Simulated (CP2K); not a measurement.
The system is Al2Pt.

```
Pt Al
1.0
     4.17900    0.00000    0.00000
     2.08950    3.61912    0.00000
     2.08950    1.20637    3.41214
Pt Al
1 2
Cartesian
  0.0000 0.0000 0.0000
  6.2685 3.6191 2.5591
  2.0895 1.2064 0.8530
```

Program: CP2K 2026.2. Alike in all runs: no spin polarisation; cell as given; k mesh 8 × 8 × 8.

Order these runs on this cell by their pressure, lowest first.
A. level PBEsol; potentials or basis POTENTIAL_UZH Pt GTH-PBE-q18, Al GTH-PBE-q3; TZVP-MOLOPT-PBE-GTH basis; smearing fermi-dirac 0.05 eV; EPS_DEFAULT 1.0E-10; NGRIDS 4
B. level LDA; potentials or basis GTH_POTENTIALS Pt GTH-PADE-q18, Al GTH-PADE-q3; TZVP-MOLOPT-PBE-GTH basis; smearing fermi-dirac 0.01 eV; EPS_DEFAULT 1.0E-9; NGRIDS 5; points a segment of the path (NPOINTS) 6; bands added on the path 2
C. level PBE; potentials or basis POTENTIAL_UZH Pt GTH-PBE-q18, Al GTH-PBE-q3; TZVP-MOLOPT-PBE-GTH basis; smearing fermi-dirac 0.05 eV; EPS_DEFAULT 1.0E-10; NGRIDS 5

B (-9.4 GPa), A (0.4 GPa), C (2.3 GPa).

Caveats: the basis of atomic orbitals isn't converged, which shifts pressures, moduli and gaps; the potentials were made for another functional, which shifts forces and pressure (some runs).

Not every run made on this cell is shown here.
